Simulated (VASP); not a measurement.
Level of theory: PBE GGA, VASP's PBE PAW potentials (set 64) (plane waves; VASP 6.6.1).

The input files of a VASP run:

KPOINTS:
```
Automatic mesh
0
Gamma
9 9 5
0 0 0
```

### POSCAR
```
InN
11.5667940
  0.1550145474  -0.2684930784   0.0000000000
  0.1550145474   0.2684930784   0.0000000000
  0.0000000000   0.0000000000   0.4999999879
In N
2 2
Cartesian
  0.1550145474  -0.0894978718   0.2499266409
  0.1550145474   0.0894978718   0.4999266349
  0.1550145474  -0.0894978718   0.4395733424
  0.1550145474   0.0894978718   0.1895733485
```

### INCAR
```
ALGO = Normal
EDIFF = 1E-7
ENCUT = 650
GGA = PE
IBRION = 6
ISIF = 3
ISMEAR = 1
LASPH = .True.
LCHARG = .False.
LMAXMIX = 4
LREAL = .False.
LWAVE = .False.
NELM = 100
NFREE = 2
NSW = 1
POTIM = 0.015
PREC = Accurate
SIGMA = 0.1
SYSTEM = InN
```

POTCAR, in this order: In_d N (PBE.64 set). Program: vasp_std.

The resulting files:

### OSZICAR
```
...
DAV:   4    -0.214144125316E+02   -0.71040E-03   -0.81820E-03  5426   0.839E-01    0.223E-01
DAV:   5    -0.214143895290E+02    0.23003E-04   -0.56041E-04  7184   0.221E-01    0.302E-02
DAV:   6    -0.214143890813E+02    0.44774E-06   -0.11066E-04  6040   0.106E-01    0.275E-02
DAV:   7    -0.214143848530E+02    0.42283E-05   -0.12406E-05  7444   0.404E-02    0.189E-02
DAV:   8    -0.214143840170E+02    0.83608E-06   -0.51266E-06  7516   0.287E-02    0.258E-03
DAV:   9    -0.214143840637E+02   -0.46757E-07   -0.47991E-07  5576   0.632E-03
  13 F= -.21414384E+02 E0= -.21414488E+02  d E =0.312079E-03
       N       E                     dE             d eps       ncg     rms          rms(c)
DAV:   1    -0.214273983198E+02   -0.13014E-01   -0.20763E+00 11454   0.124E+01    0.931E-01
DAV:   2    -0.214221202558E+02    0.52781E-02   -0.75732E-02 13980   0.347E+00    0.525E-01
DAV:   3    -0.214164099695E+02    0.57103E-02   -0.54007E-03 15074   0.144E+00    0.190E-01
DAV:   4    -0.214160180276E+02    0.39194E-03   -0.20142E-03 13882   0.573E-01    0.120E-01
DAV:   5    -0.214160245445E+02   -0.65169E-05   -0.20555E-04 13030   0.142E-01    0.188E-02
DAV:   6    -0.214160190754E+02    0.54691E-05   -0.27660E-05 12906   0.589E-02    0.107E-02
DAV:   7    -0.214160190568E+02    0.18660E-07   -0.33987E-06 11036   0.209E-02    0.381E-03
DAV:   8    -0.214160190643E+02   -0.75884E-08   -0.40005E-07  9844   0.545E-03
  14 F= -.21416019E+02 E0= -.21416124E+02  d E =0.315125E-03
       N       E                     dE             d eps       ncg     rms          rms(c)
DAV:   1    -0.214091974475E+02    0.68216E-02   -0.25659E+00 10730   0.943E+00    0.362E-01
DAV:   2    -0.214159817675E+02   -0.67843E-02   -0.70747E-02 13100   0.266E+00    0.150E-01
DAV:   3    -0.214160030807E+02   -0.21313E-04   -0.76058E-04 13748   0.510E-01    0.116E-01
DAV:   4    -0.214160112733E+02   -0.81925E-05   -0.11247E-04 12320   0.211E-01    0.554E-02
DAV:   5    -0.214160184202E+02   -0.71469E-05   -0.22416E-05 13914   0.751E-02    0.109E-02
DAV:   6    -0.214160188726E+02   -0.45240E-06   -0.23408E-06 10630   0.169E-02    0.369E-03
DAV:   7    -0.214160189535E+02   -0.80912E-07   -0.10428E-07  5912   0.661E-03
  15 F= -.21416019E+02 E0= -.21416124E+02  d E =0.315129E-03
       N       E                     dE             d eps       ncg     rms          rms(c)
DAV:   1    -0.214094465733E+02    0.65723E-02   -0.23996E+00  2638   0.967E+00    0.320E-01
DAV:   2    -0.214156077030E+02   -0.61611E-02   -0.64366E-02  3432   0.261E+00    0.129E-01
DAV:   3    -0.214155675070E+02    0.40196E-04   -0.64651E-04  3480   0.572E-01    0.954E-02
DAV:   4    -0.214155469319E+02    0.20575E-04   -0.12456E-04  3764   0.279E-01    0.547E-02
DAV:   5    -0.214155439578E+02    0.29741E-05   -0.52700E-05  3956   0.209E-01    0.145E-02
DAV:   6    -0.214155463150E+02   -0.23572E-05   -0.22763E-05  3036   0.445E-02    0.916E-03
DAV:   7    -0.214155465302E+02   -0.21527E-06   -0.59601E-07  2654   0.218E-02    0.698E-03
DAV:   8    -0.214155472303E+02   -0.70011E-06   -0.32138E-07  2154   0.935E-03    0.228E-03
DAV:   9    -0.214155471564E+02    0.73970E-07   -0.94541E-08  1208   0.879E-03
  16 F= -.21415547E+02 E0= -.21415651E+02  d E =0.311833E-03
       N       E                     dE             d eps       ncg     rms          rms(c)
DAV:   1    -0.214045054240E+02    0.11042E-01   -0.40938E+00  2626   0.126E+01    0.538E-01
DAV:   2    -0.214155503246E+02   -0.11045E-01   -0.11723E-01  3404   0.379E+00    0.198E-01
DAV:   3    -0.214155783872E+02   -0.28063E-04   -0.20014E-03  2756   0.616E-01    0.150E-01
DAV:   4    -0.214155206569E+02    0.57730E-04   -0.24214E-04  3580   0.355E-01    0.693E-02
DAV:   5    -0.214155203172E+02    0.33976E-06   -0.13154E-04  3618   0.200E-01    0.171E-02
DAV:   6    -0.214155231597E+02   -0.28425E-05   -0.39341E-05  2860   0.752E-02    0.129E-02
DAV:   7    -0.214155233275E+02   -0.16783E-06   -0.14838E-06  3412   0.176E-02    0.118E-02
DAV:   8    -0.214155236325E+02   -0.30503E-06   -0.36452E-07  1964   0.561E-03    0.160E-03
DAV:   9    -0.214155237020E+02   -0.69434E-07   -0.66677E-08  1694   0.652E-03
  17 F= -.21415524E+02 E0= -.21415629E+02  d E =0.315292E-03
       N       E                     dE             d eps       ncg     rms          rms(c)
DAV:   1    -0.214108761662E+02    0.46475E-02   -0.20812E+00  8932   0.104E+01    0.331E-01
DAV:   2    -0.214160815050E+02   -0.52053E-02   -0.54857E-02 12714   0.246E+00    0.979E-02
DAV:   3    -0.214160522980E+02    0.29207E-04   -0.13789E-03 13582   0.599E-01    0.807E-02
DAV:   4    -0.214160034832E+02    0.48815E-04   -0.20284E-04 15338   0.345E-01    0.359E-02
DAV:   5    -0.214160086258E+02   -0.51426E-05   -0.95785E-05 14310   0.139E-01    0.143E-02
DAV:   6    -0.214160090212E+02   -0.39542E-06   -0.81952E-06 10936   0.423E-02    0.108E-02
DAV:   7    -0.214160090415E+02   -0.20312E-07   -0.66074E-07 11212   0.798E-03
  18 F= -.21416009E+02 E0= -.21416114E+02  d E =0.314533E-03
       N       E                     dE             d eps       ncg     rms          rms(c)
DAV:   1    -0.214136963360E+02    0.23127E-02   -0.18538E+00  9144   0.752E+00    0.320E-01
DAV:   2    -0.214163951878E+02   -0.26989E-02   -0.34159E-02 11672   0.153E+00    0.101E-01
DAV:   3    -0.214160335614E+02    0.36163E-03   -0.87569E-04 10596   0.294E-01    0.412E-02
DAV:   4    -0.214160053934E+02    0.28168E-04   -0.32559E-04 11060   0.153E-01    0.235E-02
DAV:   5    -0.214160091532E+02   -0.37598E-05   -0.43954E-05  9946   0.568E-02    0.155E-02
DAV:   6    -0.214160091218E+02    0.31372E-07   -0.26501E-06 13158   0.180E-02    0.413E-03
DAV:   7    -0.214160090408E+02    0.81005E-07   -0.69252E-07  8748   0.969E-03
  19 F= -.21416009E+02 E0= -.21416114E+02  d E =0.314534E-03
       N       E                     dE             d eps       ncg     rms          rms(c)
DAV:   1    -0.214141741696E+02    0.18350E-02   -0.17143E+00  2200   0.763E+00    0.251E-01
DAV:   2    -0.214166226703E+02   -0.24485E-02   -0.30715E-02  2864   0.164E+00    0.849E-02
DAV:   3    -0.214162447183E+02    0.37795E-03   -0.63927E-04  2920   0.390E-01    0.478E-02
DAV:   4    -0.214159499148E+02    0.29480E-03   -0.23825E-04  3272   0.164E-01    0.166E-02
DAV:   5    -0.214158521550E+02    0.97760E-04   -0.60222E-05  2394   0.887E-02    0.118E-02
DAV:   6    -0.214157966867E+02    0.55468E-04   -0.83799E-06  3490   0.264E-02    0.460E-03
DAV:   7    -0.214157868220E+02    0.98647E-05   -0.15943E-06  2720   0.168E-02    0.179E-03
DAV:   8    -0.214157819147E+02    0.49072E-05   -0.37043E-07  2272   0.498E-03    0.663E-04
DAV:   9    -0.214157811727E+02    0.74201E-06   -0.18565E-08  1184   0.170E-03    0.422E-04
DAV:  10    -0.214157805462E+02    0.62649E-06   -0.70099E-09  1172   0.145E-03    0.182E-04
DAV:  11    -0.214157804840E+02    0.62210E-07   -0.32558E-09  1160   0.833E-04
  20 F= -.21415780E+02 E0= -.21415885E+02  d E =0.314571E-03
       N       E                     dE             d eps       ncg     rms          rms(c)
DAV:   1    -0.214117039994E+02    0.40765E-02   -0.30191E+00  2312   0.100E+01    0.410E-01
DAV:   2    -0.214162507953E+02   -0.45468E-02   -0.53965E-02  2822   0.241E+00    0.110E-01
DAV:   3    -0.214158628658E+02    0.38793E-03   -0.13730E-03  3018   0.601E-01    0.546E-02
DAV:   4    -0.214158000435E+02    0.62822E-04   -0.51266E-04  3242   0.237E-01    0.261E-02
DAV:   5    -0.214158076457E+02   -0.76022E-05   -0.95943E-05  2442   0.104E-01    0.230E-02
DAV:   6    -0.214158080471E+02   -0.40134E-06   -0.69540E-06  3402   0.273E-02    0.146E-02
DAV:   7    -0.214158074939E+02    0.55318E-06   -0.23959E-06  2456   0.277E-02    0.375E-03
DAV:   8    -0.214158075629E+02   -0.68958E-07   -0.11704E-06  2378   0.934E-03    0.116E-03
DAV:   9    -0.214158075706E+02   -0.77330E-08   -0.11659E-07  1178   0.481E-03
  21 F= -.21415808E+02 E0= -.21415912E+02  d E =0.311930E-03
```

### OUTCAR
```
------------------------ aborting loop because EDIFF is reached ----------------------------------------
  FORCE on cell =-STRESS in cart. coord.  units (eV):
  Direction    XX          YY          ZZ          XY          YZ          ZX
  --------------------------------------------------------------------------------------
  Total       -0.1679107     -0.1679107      0.1714463      0.0000000     -0.0000000      0.0000000
  in kB       -4.1768074     -4.1768076      4.2647554      0.0000000     -0.0000000      0.0000000
  external PRESSURE =      -1.3629532 kB  Pullay stress =       0.0000000 kB
  volume of cell :       64.41
      direct lattice vectors                 reciprocal lattice vectors
     1.793021337 -3.105604128  0.000000000     0.278858924 -0.160999271  0.000000000
     1.793021337  3.105604128  0.000000000     0.278858924  0.160999271  0.000000000
     0.000000000  0.000000000  5.783396860     0.000000000  0.000000000  0.172908764
 POSITION                                       TOTAL-FORCE (eV/Angst)
 -----------------------------------------------------------------------------------
      1.79302     -1.03520      2.89085         0.000000     -0.000000     -0.080071
      1.79302      1.03520      5.78255        -0.000000      0.000000     -0.038897
      1.79302     -1.03520      5.06945        -0.000000      0.000000      0.173720
      1.79302      1.03520      2.19276         0.000000     -0.000000     -0.054751
 -----------------------------------------------------------------------------------
    total drift:                               -0.000001      0.000005     -0.000003
  FREE ENERGIE OF THE ION-ELECTRON SYSTEM (eV)
  ---------------------------------------------------
  free  energy   TOTEN  =       -21.4158075706 eV

  energy  without entropy=      -21.4161195005  energy(sigma->0) =      -21.41591155

   1 f  =   16.163286 THz   101.556923 2PiTHz  539.149197 cm-1    66.845951 meV
             X         Y         Z           dx          dy          dz
      1.793021 -1.035203  2.890850    -0.000000   -0.000000    0.049196
      1.793021  1.035203  5.782548     0.000000   -0.000000   -0.049196
      1.793021 -1.035203  5.084454    -0.000000   -0.000000   -0.705393
      1.793021  1.035203  2.192756     0.000000    0.000000    0.705393

   2 f  =   13.646811 THz    85.745439 2PiTHz  455.208600 cm-1    56.438648 meV
             X         Y         Z           dx          dy          dz
      1.793021 -1.035203  2.890850    -0.000000   -0.199160    0.000000
      1.793021  1.035203  5.782548     0.000000    0.199160   -0.000000
      1.793021 -1.035203  5.084454    -0.000000   -0.678480   -0.000000
      1.793021  1.035203  2.192756     0.000000    0.678480    0.000000

   3 f  =   13.646810 THz    85.745437 2PiTHz  455.208590 cm-1    56.438647 meV
             X         Y         Z           dx          dy          dz
      1.793021 -1.035203  2.890850    -0.199160    0.000000    0.000000
      1.793021  1.035203  5.782548     0.199160   -0.000000    0.000000
      1.793021 -1.035203  5.084454    -0.678480    0.000000   -0.000000
      1.793021  1.035203  2.192756     0.678480   -0.000000   -0.000000

   4 f  =   13.243345 THz    83.210392 2PiTHz  441.750446 cm-1    54.770050 meV
             X         Y         Z           dx          dy          dz
      1.793021 -1.035203  2.890850     0.000000   -0.233188   -0.000000
      1.793021  1.035203  5.782548     0.000000   -0.233188   -0.000000
      1.793021 -1.035203  5.084454    -0.000000    0.667550   -0.000000
      1.793021  1.035203  2.192756    -0.000000    0.667550    0.000000

   5 f  =   13.243345 THz    83.210390 2PiTHz  441.750435 cm-1    54.770049 meV
             X         Y         Z           dx          dy          dz
      1.793021 -1.035203  2.890850    -0.233188   -0.000000    0.000000
      1.793021  1.035203  5.782548    -0.233188   -0.000000    0.000000
      1.793021 -1.035203  5.084454     0.667550    0.000000   -0.000000
      1.793021  1.035203  2.192756     0.667550    0.000000   -0.000000

   6 f  =   12.474235 THz    78.377932 2PiTHz  416.095702 cm-1    51.589269 meV
             X         Y         Z           dx          dy          dz
      1.793021 -1.035203  2.890850    -0.000000    0.000000   -0.233233
      1.793021  1.035203  5.782548    -0.000000    0.000000   -0.233233
      1.793021 -1.035203  5.084454     0.000000   -0.000000    0.667535
      1.793021  1.035203  2.192756     0.000000   -0.000000    0.667535

   7 f  =    6.372555 THz    40.039942 2PiTHz  212.565542 cm-1    26.354756 meV
             X         Y         Z           dx          dy          dz
      1.793021 -1.035203  2.890850    -0.000000    0.000000    0.705393
      1.793021  1.035203  5.782548     0.000000    0.000000   -0.705393
      1.793021 -1.035203  5.084454     0.000000    0.000000    0.049196
      1.793021  1.035203  2.192756    -0.000000   -0.000000   -0.049196

   8 f  =    2.521878 THz    15.845424 2PiTHz   84.120781 cm-1    10.429643 meV
             X         Y         Z           dx          dy          dz
      1.793021 -1.035203  2.890850    -0.000000   -0.678480    0.000000
      1.793021  1.035203  5.782548     0.000000    0.678480    0.000000
      1.793021 -1.035203  5.084454     0.000000    0.199160    0.000000
      1.793021  1.035203  2.192756    -0.000000   -0.199160    0.000000

   9 f  =    2.521878 THz    15.845424 2PiTHz   84.120779 cm-1    10.429643 meV
             X         Y         Z           dx          dy          dz
      1.793021 -1.035203  2.890850    -0.678480    0.000000   -0.000000
      1.793021  1.035203  5.782548     0.678480   -0.000000   -0.000000
      1.793021 -1.035203  5.084454     0.199160   -0.000000   -0.000000
      1.793021  1.035203  2.192756    -0.199160    0.000000   -0.000000

  10 f/i=    0.001431 THz     0.008991 2PiTHz    0.047731 cm-1     0.005918 meV
             X         Y         Z           dx          dy          dz
      1.793021 -1.035203  2.890850     0.656967    0.118398    0.000000
      1.793021  1.035203  5.782548     0.656967    0.118398    0.000000
      1.793021 -1.035203  5.084454     0.229491    0.041358    0.000000
      1.793021  1.035203  2.192756     0.229491    0.041358    0.000000

  11 f/i=    0.001431 THz     0.008991 2PiTHz    0.047731 cm-1     0.005918 meV
             X         Y         Z           dx          dy          dz
      1.793021 -1.035203  2.890850     0.118398   -0.656967    0.000000
      1.793021  1.035203  5.782548     0.118398   -0.656967    0.000000
      1.793021 -1.035203  5.084454     0.041358   -0.229491    0.000000
      1.793021  1.035203  2.192756     0.041358   -0.229491    0.000000

  12 f/i=    0.002196 THz     0.013796 2PiTHz    0.073242 cm-1     0.009081 meV
             X         Y         Z           dx          dy          dz
      1.793021 -1.035203  2.890850     0.000000   -0.000000   -0.667535
      1.793021  1.035203  5.782548     0.000000   -0.000000   -0.667535
      1.793021 -1.035203  5.084454     0.000000   -0.000000   -0.233233
      1.793021  1.035203  2.192756     0.000000   -0.000000   -0.233233

...
```
(Selected blocks of OUTCAR.)

The compound is InN in the wurtzite structure. It was relaxed first.
